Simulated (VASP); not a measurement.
# Si (Fd-3m) in VASP: single point with PBE

Aim: the single point of Si with PBE.

All numbers are computed with VASP 6.6.1; they aren't measurements. Logs are shortened: lines on timing, memory, paths and dates and some standing lists are left out, and cuts for length are marked.

## Step 1: The crystal as given

The structure is cubic, space group Fd-3m (No. 227). The conventional cell has a = 5.470 Å, b = 5.470 Å, c = 5.470 Å, α = 90.00°, β = 90.00°, γ = 90.00°. Around Si (site symmetry -43m) lie 4 Si at 2.37 Å.

The cell was built by a generator and needn't be a form met in nature.

## Step 2: Single point, PBE

File INCAR:

```
SYSTEM = Si
ALGO     = Normal         ! electronic algorithm
EDIFF    = 1E-6           ! SCF threshold, eV
ENCUT    = 520            ! plane-wave cutoff, eV
GGA      = PE             ! functional
ISIF     = 2              ! what is computed and relaxed
ISMEAR   = 0              ! smearing method
LASPH    = .True.         ! aspherical terms in the spheres
LCHARG   = .False.        ! write CHGCAR
LREAL    = .False.        ! projectors in reciprocal space
LWAVE    = .False.        ! write WAVECAR
NBANDS   = 11             ! bands
NELM     = 80             ! most SCF steps
PREC     = Accurate       ! precision mode
SIGMA    = 0.02           ! smearing width, eV
```

File KPOINTS:

```
k-points
0
Gamma
  8 8 8
  0 0 0
```

File POSCAR:

```
Si
1.0
    0.0000000000      2.7347848946      2.7347848946
    2.7347848946      0.0000000000      2.7347848946
    2.7347848946      2.7347848946      0.0000000000
Si
2
Direct
    0.0000000000      0.0000000000      0.0000000000
    0.2500000000      0.2500000000      0.2500000000
```

Potentials or basis: VASP PAW PBE potentials, release 64 (Si).

On the command line:

```console
> cat potpaw_PBE.64/Si/POTCAR > POTCAR
> mpirun -np 1 vasp_std > vasp.out
```

OUTCAR:

```text
SYSTEM = Si
   EDIFF = 1E-6
   ENCUT = 520
   GGA = PE
   ISIF = 2
   ISMEAR = 0
   LASPH = .True.
   LREAL = .False.
   NELM = 80
   PREC = Accurate

 ion  position               nearest neighbor table
   1  0.000  0.000  0.000-   2 2.37   2 2.37   2 2.37   2 2.37
   2  0.250  0.250  0.250-   1 2.37   1 2.37   1 2.37   1 2.37

  LATTYP: Found a face centered cubic cell.
 ALAT       =     5.4695697892

  Lattice vectors:

 A1 = (   0.0000000000,   2.7347848946,   2.7347848946)
 A2 = (   2.7347848946,   0.0000000000,   2.7347848946)
 A3 = (   2.7347848946,   2.7347848946,   0.0000000000)

Analysis of symmetry for initial positions (statically):
=====================================================================
 Subroutine PRICEL returns:
 Original cell was already a primitive cell.

 Routine SETGRP: Setting up the symmetry group for a
 face centered cubic supercell.

 Subroutine GETGRP returns: Found 48 space group operations
 (whereof 24 operations were pure point group operations)
 out of a pool of 48 trial point group operations.

The static configuration has the point symmetry T_d .
 The point group associated with its full space group is O_h .

Analysis of symmetry for dynamics (positions and initial velocities):
=====================================================================
 Subroutine PRICEL returns:
 Original cell was already a primitive cell.

 Routine SETGRP: Setting up the symmetry group for a
 face centered cubic supercell.

 Subroutine GETGRP returns: Found 48 space group operations
 (whereof 24 operations were pure point group operations)
 out of a pool of 48 trial point group operations.

The dynamic configuration has the point symmetry T_d .
 The point group associated with its full space group is O_h .

 Subroutine INISYM returns: Found 48 space group operations
 (whereof 24 operations are pure point group operations),
 and found     1 'primitive' translations

----------------------------------------------------------------------------------------

                                     Primitive cell

  volume of cell :      40.9072

  direct lattice vectors                    reciprocal lattice vectors
     0.000000000  2.734784895  2.734784895    -0.182829736  0.182829736  0.182829736
     2.734784895  0.000000000  2.734784895     0.182829736 -0.182829736  0.182829736
     2.734784895  2.734784895  0.000000000     0.182829736  0.182829736 -0.182829736

  length of vectors
     3.867569888  3.867569888  3.867569888     0.316670392  0.316670392  0.316670392

  position of ions in fractional coordinates (direct lattice)
     0.000000000  0.000000000  0.000000000
     0.250000000  0.250000000  0.250000000

  ion indices of the primitive-cell ions
   primitive index   ion index
                 1           1
                 2           2

----------------------------------------------------------------------------------------

 KPOINTS: k-points

Automatic generation of k-mesh.
 Grid dimensions read from file:
 generate k-points for:    8    8    8

 Generating k-lattice:

  Cartesian coordinates                     Fractional coordinates (reciprocal lattice)
    -0.022853717  0.022853717  0.022853717     0.125000000  0.000000000  0.000000000
     0.022853717 -0.022853717  0.022853717     0.000000000  0.125000000  0.000000000
     0.022853717  0.022853717 -0.022853717     0.000000000  0.000000000  0.125000000

  Length of vectors
     0.039583799  0.039583799  0.039583799

  Shift w.r.t. Gamma in fractional coordinates (k-lattice)
     0.000000000  0.000000000  0.000000000

 Subroutine IBZKPT returns following result:
 ===========================================

 Found     29 irreducible k-points:

 Following reciprocal coordinates:
            Coordinates               Weight
  0.000000  0.000000  0.000000      1.000000
  0.125000  0.000000  0.000000      8.000000
  0.250000  0.000000  0.000000      8.000000
  0.375000  0.000000  0.000000      8.000000
  0.500000  0.000000  0.000000      4.000000
  0.125000  0.125000  0.000000      6.000000
[... 16 lines left out ...]
  0.500000  0.250000  0.125000     48.000000
 -0.375000  0.250000  0.125000     24.000000
 [... further k-points ...]
   k-points           NKPTS =     29   k-points in BZ     NKDIM =     29   number of bands    NBANDS=     11
   number of dos      NEDOS =    301   number of ions     NIONS =      2
   total plane-waves  NPLWV =  27000
   dimension x,y,z NGX =    30 NGY =   30 NGZ =   30
   dimension x,y,z NGXF=    60 NGYF=   60 NGZF=   60
   ions per type =               2
   NGX,Y,Z   is equivalent  to a cutoff of  12.90, 12.90, 12.90 a.u.
   NGXF,Y,Z  is equivalent  to a cutoff of  25.79, 25.79, 25.79 a.u.
 SYSTEM =  Si
   PREC   = accura    normal or accurate (medium, high low for compatibility)
   ISTART =      0    job   : 0-new  1-cont  2-samecut
   ICHARG =      2    charge: 1-file 2-atom 10-const
   ISPIN  =      1    spin polarized calculation?
   LNONCOLLINEAR =      F non collinear calculations
   LSORBIT =      F    spin-orbit coupling
   LASPH  =      T    aspherical Exc in radial PAW
   ENCUT  =  520.0 eV  38.22 Ry    6.18 a.u.   7.19  7.19  7.19*2*pi/ulx,y,z
   NELM   =     80;   NELMIN=  2; NELMDL= -5     # of ELM steps
   EDIFF  = 0.1E-05   stopping-criterion for ELM
   LREAL  =      F    real-space projection
   EDIFFG = 0.1E-04   stopping-criterion for IOM
   NSW    =      0    number of steps for IOM
   IBRION =     -1    ionic relax: 0-MD 1-quasi-New 2-CG
   NFREE  =      0    steps in history (QN), initial steepest desc. (CG)
   ISIF   =      2    stress and relaxation
   ISYM   =      2    0-nonsym 1-usesym 2-fastsym
   POTIM  = 0.5000    time-step for ionic-motion
   TEBEG  =    0.0;   TEEND  =   0.0 temperature during run
   PSTRESS=    0.0 pullay stress
   NELECT =       8.0000    total number of electrons
   NUPDOWN=      -1.0000    fix difference up-down
   EMIN   =  10.00;   EMAX   =-10.00  energy-range for DOS
   EFERMI =   0.00;   METHOD = LEGACY
   ISMEAR =     0;   SIGMA  =   0.02  broadening in eV -4-tet -1-fermi 0-gaus
   EFERMI_NEDOS =   21; number of points for ismear=-14 and -15
   IALGO  =     38    algorithm
   IMIX   =      4    mixing-type and parameters
     AMIX     =   0.40;   BMIX     =  1.00
     AMIX_MAG =   1.60;   BMIX_MAG =  1.00
  volume/ion in A,a.u.               =      20.45       138.03
  Fermi-wavevector in a.u.,A,eV,Ry     =   0.950251  1.795714 12.285747  0.902977
  Thomas-Fermi vector in A             =   2.078610
   LORBIT       =      0    0 simple, 1 ext, 2 COOP (PROOUT), +10 PAW based schemes
   GGA     = PE    functional components
   LHFCALC =     F    Hartree Fock is set to
   AEXX    =    0.0000 exact exchange contribution
   IVDW    =     0    specifies the selected vdW correction
   LEPSILON=     F    determine dielectric tensor
   LRPA    =     F    only Hartree local field effects (RPA)
 non-spin polarized calculation
 Gauss-broadening in eV      SIGMA  =   0.02
  energy-cutoff  :      520.00
  volume of cell :       40.91
 maximum number of plane-waves:      1124
 NGX is ok and might be reduce to    30
   NGX = 15   NGY = 15   NGZ = 15

 number of electron       8.0000001 magnetization

 Free energy of the ion-electron system (eV)
  ---------------------------------------------------
  ext. energy  EPLUGINS =         0.00000000
  ---------------------------------------------------
  free energy    TOTEN  =       -10.84608577 eV

  energy without entropy =      -10.84608577  energy(sigma->0) =      -10.84608577

 E-fermi :   5.7131     XC(G=0):  -9.3248

 val. band max:        5.6127551710   @ k =   0.0000   0.0000   0.0000
 cond. band min:       6.2634777258   @ k =   0.3750   0.3750   0.0000
 fundamental gap:      0.6507225548
 Fermi energy:         5.7131302516

 k-point     1 :       0.0000    0.0000    0.0000
  band No.  band energies     occupation
      1      -6.1990      2.00000
      2       5.6128      2.00000
      3       5.6128      2.00000
      4       5.6128      2.00000
      5       8.1690      0.00000
      6       8.1690      0.00000
      7       8.1690      0.00000
      8       8.7414      0.00000
      9      13.3211      0.00000
     10      13.3211      0.00000
     11      13.4880      0.00000

 k-point     2 :       0.1250    0.0000    0.0000
  band No.  band energies     occupation
      1      -5.9986      2.00000
      2       4.0221      2.00000
      3       5.3305      2.00000
      4       5.3305      2.00000
      5       8.0542      0.00000
      6       8.5843      0.00000
      7       8.5843      0.00000
      8      10.1416      0.00000
      9      12.8484      0.00000
     10      12.8484      0.00000
     11      14.2636      0.00000

 k-point     3 :       0.2500    0.0000    0.0000
  band No.  band energies     occupation
      1      -5.4145      2.00000
      2       1.7272      2.00000
      3       4.8679      2.00000
      4       4.8679      2.00000
      5       7.5703      0.00000
      6       9.1022      0.00000
      7       9.1022      0.00000
      8      12.3602      0.00000
      9      12.7993      0.00000
     10      12.7993      0.00000
     11      14.5406      0.00000

 k-point     4 :       0.3750    0.0000    0.0000
  band No.  band energies     occupation
      1      -4.5403      2.00000
      2      -0.2564      2.00000
      3       4.5453      2.00000
      4       4.5453      2.00000
      5       7.2058      0.00000
      6       9.0655      0.00000
      7       9.0655      0.00000
      8      13.4488      0.00000
      9      14.1507      0.00000
     10      14.1507      0.00000
     11      15.1210      0.00000
[... 239 lines left out ...]
 k-point    22 :       0.3750    0.2500    0.1250
  band No.  band energies     occupation
      1      -4.8947      2.00000
      2       1.3450      2.00000
      3       2.9617      2.00000
      4       4.2131      2.00000
      5       8.0556      0.00000
      6       9.4382      0.00000
      7       9.8156      0.00000
      8      11.0523      0.00000
      9      13.3241      0.00000
     10      15.7152      0.00000
     11      16.5748      0.00000

 k-point    23 :       0.5000    0.2500    0.1250
  band No.  band energies     occupation
      1      -4.0256      2.00000
      2      -0.1740      2.00000
      3       2.3578      2.00000
      4       3.7259      2.00000
      5       8.4766      0.00000
      6       9.1419      0.00000
      7      10.5895      0.00000
      8      11.4899      0.00000
      9      14.5418      0.00000
     10      15.2374      0.00000
     11      17.5132      0.00000

 k-point    24 :      -0.3750    0.2500    0.1250
  band No.  band energies     occupation
      1      -3.3917      2.00000
      2      -1.0930      2.00000
      3       2.2265      2.00000
      4       3.5030      2.00000
      5       8.6355      0.00000
      6       8.7591      0.00000
      7      11.4583      0.00000
      8      12.6778      0.00000
      9      12.9181      0.00000
     10      16.1191      0.00000
     11      17.1632      0.00000

 [... further k-points ...]
[... 5 lines left out ...]
  --------------------------------------------------------------------------------------
  -------------------------------------------------------------------------------------
  Total       -0.0098108     -0.0098108     -0.0098108      0.0000000     -0.0000000     -0.0000000
  in kB       -0.3842527     -0.3842527     -0.3842527      0.0000000     -0.0000000     -0.0000000
  external PRESSURE =      -0.3842527 kB  Pullay stress =       0.0000000 kB

 VOLUME and BASIS-vectors are now :
 -----------------------------------------------------------------------------
  energy-cutoff  :      520.00
  volume of cell :       40.91
      direct lattice vectors                 reciprocal lattice vectors
     0.000000000  2.734784895  2.734784895    -0.182829736  0.182829736  0.182829736
     2.734784895  0.000000000  2.734784895     0.182829736 -0.182829736  0.182829736
     2.734784895  2.734784895  0.000000000     0.182829736  0.182829736 -0.182829736

 POSITION                                       TOTAL-FORCE (eV/Angst)
 -----------------------------------------------------------------------------------
      0.00000      0.00000      0.00000        -0.000000     -0.000000     -0.000000
      1.36739      1.36739      1.36739         0.000000      0.000000      0.000000
 -----------------------------------------------------------------------------------
    total drift:                               -0.000000     -0.000000     -0.000000

  FREE ENERGIE OF THE ION-ELECTRON SYSTEM (eV)
  ---------------------------------------------------
  free  energy   TOTEN  =       -10.8460857726 eV

  energy  without entropy=      -10.8460857726  energy(sigma->0) =      -10.84608577
```

Run time: 9 s. Hardware: 1 thread of Intel Xeon 6975P-C (Granite Rapids), shared host; peak memory 0.15 GiB.

Results:

| Item | Value |
| --- | --- |
| Free energy | -10.8461 eV |
| Pressure | 0.0 GPa |
| Band gap on the k mesh | 0.65 eV, indirect (least direct gap 2.56 eV) |

A k mesh can miss the band edges.
